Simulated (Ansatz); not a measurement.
# As (Pm-3m) in Ansatz: reference runs

How does As come out in PBEsol? The cell is run as given and disturbed.

Program: Ansatz 0.2.0. These are calculated values, not measurements. Logs are shortened: lines on timing, memory, paths and dates and some standing lists are left out, and cuts for length are marked.

**1. Starting point**

It takes space group Pm-3m (No. 221, cubic). Conventional cell: a = 2.704 Å, b = 2.704 Å, c = 2.704 Å, α = 90.00°, β = 90.00°, γ = 90.00°. Around As (site symmetry m-3m) lie 6 As at 2.70 Å.

This isn't the form of As at room conditions, which is rhombohedral.

**2. Single point, PBEsol**

input.yaml

```yaml
crystal:
  lattice:
    - [2.7036817444, 0.0, 0.0]
    - [0.0, 2.7036817444, 0.0]
    - [0.0, 0.0, 2.7036817444]
  atoms:
    - { symbol: As, position: [0.5, 0.5, 0.5] }
kpoints:
  mp_grid: { grid: [10, 10, 10] }
scf:
  occupations: { method: fermi_dirac, width: 0.05 }
hamiltonian:
  xc: pbesol
  pseudopotentials: { kind: all_electron, lapw: { basis_error: 0.001 } }
output:
  forces: true
  stress: true
  eigenvalues: true
  populations: true
```

Potentials or basis: all-electron LAPW, scalar-relativistic.

Run with:

```
ansatz run input.yaml --threads 1 --pin off --max-ram 3072MiB --backend cpu --events-out ev --progress --plain --runs-dir out
```

The program printed:

```text
Warning: RAYON_NUM_THREADS=1 ignored (pool sized by the plan → 1); use --threads N
As: projections on atomic orbitals take those of the free atom 1s2 2s2 2p6 3s2 3p6 3d10 4s2 4p3, of charge +0.00 (hamiltonian.pseudopotentials.projection_atoms)
LAPW: plane waves up to 7.884 Å⁻¹, error target 1.0e-3 eV per atom; small_component_spin mean_spin; As in spheres of 1.352 Å, 23 of its electrons in bands, Dirac shells [] (how accurate: hamiltonian.pseudopotentials.lapw.basis_error, Limitations)
Engine: ansatz 0.2.0, x86_64-unknown-linux-gnu
Pseudopotentials: kind: all_electron
Pseudopotential: As, LAPW, valence charge 23, lapw/all_electron/scalar/gaussian/As, Koelling and Harmon's equation, gaussian nucleus
Functional definition: PBEsol
  exchange = pbesol_x
  correlation = pbesol_c
Crystal: 1 atoms, lattice volume = 19.764 Å³
Basis set: ecut = 236.79765600131364 eV, 171 PW (Γ), exchange–correlation at level 2
Bands: 16, of which v1, the nominal top of the filled ones, is band 12 counted from 1 (11 counted from 0)
Symmetry: 48 space group operations
Space group: Pm-3m (ITA 221), of the structure as read, at distance tolerance 2.7e-5 Å
k-points: 56 of 1000
Non-local potential: As, projectors of the file, none
Initial density: superposition of atomic densities (chi_scale 0.1, normalization cell)
Initial wavefunctions: plane waves of lowest kinetic energy (no species holds an atomic orbital)
Functional: x = pbesol(κ = 0.804, μ = 0.12345679012345678), c = pbesol(β = 0.046)
iter 1 solved again at ethr=1.03e-4 eV; its pass at ethr=1.00e-1 eV (dr2=2.37e-2 eV) is discarded
SCF iter   1: F=—  HF=-61480.767662 eV  |F-HF|=—  |Δ(HF+E_count)|=         —  Δρ=1.31e-2  dr2=2.37e-2  ethr=1.03e-4  ⟨swp⟩=3.0  Hψ=5975  notcnv=0
preconditioner: auto → none  [metal: Δε(μ)=0.040 eV  Ē_g=15.047 eV  σ=0.050 eV  W_gap=0.19  n_scr=6 (ndim 8)  ℏωp=18.7 eV  f_vac=0.008  D(μ)=0.32/eV (n_scr^D=0)  sad-step TF]
SCF iter   2: F=—  HF=-61480.765295 eV  |F-HF|=—  |Δ(HF+E_count)|=   2.37e-3  Δρ=9.03e-3  dr2=1.37e-2  ethr=1.03e-4  ⟨swp⟩=2.0  Hψ=2496  notcnv=0
iter 3 solved again at ethr=1.33e-6 eV; its pass at ethr=5.97e-5 eV (dr2=3.07e-4 eV) is discarded
SCF iter   3: F=—  HF=-61480.766300 eV  |F-HF|=—  |Δ(HF+E_count)|=   1.00e-3  Δρ=1.46e-3  dr2=3.07e-4  ethr=1.33e-6  ⟨swp⟩=2.0  Hψ=4264  notcnv=0
SCF iter   4: F=—  HF=-61480.765056 eV  |F-HF|=—  |Δ(HF+E_count)|=   1.24e-3  Δρ=2.50e-4  dr2=1.36e-5  ethr=1.33e-6  ⟨swp⟩=2.0  Hψ=2496  notcnv=0
SCF iter   5: F=—  HF=-61480.765055 eV  |F-HF|=—  |Δ(HF+E_count)|=   1.16e-6  Δρ=5.59e-5  dr2=4.23e-7  ethr=5.91e-8  ⟨swp⟩=2.5  Hψ=2524  notcnv=0
SCF iter   6: F=-61480.765056 eV  HF=-61480.765056 eV  |F-HF|=6.08e-9  |Δ(HF+E_count)|=   8.33e-7  Δρ=5.01e-6  dr2=3.28e-9  ethr=1.84e-9  ⟨swp⟩=3.0  Hψ=2602  notcnv=0
SCF 1 converged in 6 iterations: F = -61480.765056 eV  dr2 = 3.28e-9
SCF converged after 6 iterations
Free energy (F): -61480.765056 eV
Harris-Foulkes:  -61480.765056 eV  (|F-HF|=6.08e-9)
Internal energy: -61480.762519 eV  (E = F + TS)
E sigma→0 (E₀):  -61480.763787 eV
Entropy (-TS):   -0.002537 eV (-2.537 meV/atom)
Fermi energy:    12.221551 eV
--- Per-component energies (eV) ---
  E_band       = -1250.381705
  E_kinetic    = 62845.776671
  E_xc         = -2238.072302
  E_electrostatic = -122088.466888  (all electrons and nuclei)
  E_smearing   = -0.002537  (= −TS)
  E_closure    = 0.000000  (closes the sum)
  E_atoms      = -61475.724645  (free atoms, spherical and without spin; not in F)
  Σ components = -61480.765056   (vs F -61480.765056, Δ=0.00e0)
  Basis errors (estimates in eV, not in F): energy 3.3e-4 per atom: plane waves 3.1e-4 (1.8e-4 summed), levels above the bands 2.3e-84, relativity 9.4e-9, radial functions 1.2e-5, core shells 1.7e-13; eigenvalues (radial functions only) 3.5e-5; not estimated: angular momenta, meshes, grids; target (lapw.basis_error) 1.0e-3; muffin-tin radii As 1.352 Å
--- Forces (eV/Å), atoms counted from 1 ---
  atom   1  As    -0.00000000     0.00000000    -0.00000000
  max |Σ_I F_I| component: 4.60e-31 eV/Å
--- Stress (GPa, compression-positive) ---
       -1.548791       0.000000       0.000000
        0.000000      -1.548791       0.000000
        0.000000       0.000000      -1.548791
  P = ⅓ Tr σ = -1.5488 GPa (-15.488 kbar)
--- Band table (eV; the first three rows and the last of 56) ---
  k-point 0: bands = ["-172.8574", "-116.4177", "-116.4177", "-116.4177", "-23.7323", "-23.7323", "-23.6287", "-23.6287", "-23.6287", "-2.7108", "16.4225", "16.4225", "16.4225", "20.8761", "20.8761", "22.6803"]
  k-point 1: bands = ["-172.8574", "-116.4178", "-116.4177", "-116.4177", "-23.7319", "-23.7235", "-23.6313", "-23.6313", "-23.6285", "-2.5265", "14.3734", "16.5846", "16.5846", "21.0453", "22.0329", "24.0827"]
  k-point 2: bands = ["-172.8574", "-116.4182", "-116.4176", "-116.4176", "-23.7308", "-23.7006", "-23.6379", "-23.6379", "-23.6280", "-1.9837", "11.2994", "17.0475", "17.0475", "21.5417", "22.7909", "27.7847"]
  k-point 55: bands = ["-172.8572", "-116.4191", "-116.4191", "-116.4191", "-23.6849", "-23.6849", "-23.6849", "-23.5861", "-23.5861", "7.3360", "10.4665", "10.4665", "10.4665", "18.2066", "18.2066", "18.2066"]
--- Löwdin populations: 1 site ---
  site symbol       q [e]
     0     As     32.9632
  spilling = 0.001116 (of n_electrons = 33.000000)
```

populations.tsv:

```text
# site	symbol	l	j	q
# orbitals = lowdin
# n_electrons = 33.000000
# spilling = 0.001116
# projection_atom_As: 1s2 2s2 2p6 3s2 3p6 3d10 4s2 4p3
0	As	0_1S	-	1.999997
0	As	0_2S	-	1.999861
0	As	0_3S	-	1.996965
0	As	0_4S	-	1.775640
0	As	1_2P	-	5.999995
0	As	1_3P	-	5.998867
0	As	1_4P	-	3.192662
0	As	2_3D	-	9.999184
```

Run time: 2.8 s. Hardware: 1 thread of Intel Xeon 6975P-C (Granite Rapids), shared host; peak memory 0.28 GiB.

Results:

```
Free energy            : -61480.7651 eV
Pressure               : -1.5 GPa
Band gap on the k mesh : none (metal or under the smearing width)
```

**3. Single point, PBEsol (cell strained at random at fixed volume)**

Changes to input.yaml since step 2:

```diff
@@ -2,7 +2,7 @@
   lattice:
-    - [2.7036817444, 0.0, 0.0]
-    - [0.0, 2.7036817444, 0.0]
-    - [0.0, 0.0, 2.7036817444]
+    - [2.710041, -0.017379, -0.011858]
+    - [-0.017379, 2.7297, 0.033264]
+    - [-0.011858, 0.033264, 2.672193]
   atoms:
-    - { symbol: As, position: [0.5, 0.5, 0.5] }
+    - { symbol: As, position: [0.484351, 0.505525, 0.496375] }
 kpoints:
```

Potentials or basis: all-electron LAPW, scalar-relativistic.

Run with:

```
ansatz run input.yaml --threads 1 --pin off --max-ram 3072MiB --backend cpu --events-out ev --progress --plain --runs-dir out
```

It took 19 s on 1 thread of Intel Xeon 6975P-C (Granite Rapids), shared host; peak memory 0.56 GiB.

The run converged. Its results:

| Quantity | Value |
| --- | --- |
| Free energy | -61480.7611 eV |
| Pressure | -1.5 GPa |
| Band gap on the k mesh | none (metal or under the smearing width) |

Stress tensor (GPa, compression positive):
```
-1.87  0.28  0.41
 0.28 -3.21 -0.83
 0.41 -0.83  0.55
```

Levels at points of the mesh, in eV from the Fermi level:
```tsv
k point	band 8	band 9	band 10	band 11	band 12	band 13	band 14	band 15	band 16
(0.00, 0.00, 0.00)	-35.83	-35.83	-14.91	3.89	4.15	4.65	8.52	8.78	10.56
(0.00, 0.00, -0.50)	-35.84	-35.83	-11.57	-6.91	6.32	6.59	11.48	13.89	14.46
(0.00, -0.50, 0.00)	-35.85	-35.83	-11.90	-6.85	6.32	6.80	11.44	14.24	14.69
(0.00, -0.50, -0.50)	-35.85	-35.79	-8.44	-4.42	-3.92	2.53	8.62	16.81	17.77
(-0.50, 0.00, 0.00)	-35.84	-35.83	-11.79	-6.87	6.16	6.91	11.45	14.08	14.65
(-0.50, 0.00, -0.50)	-35.85	-35.79	-8.31	-4.28	-4.02	2.54	8.45	16.56	17.82
(-0.50, -0.50, 0.00)	-35.85	-35.79	-8.68	-4.33	-4.12	2.48	8.93	16.93	18.30
(-0.50, -0.50, -0.50)	-35.79	-35.78	-4.87	-2.04	-1.68	-1.47	5.74	6.05	6.26
```
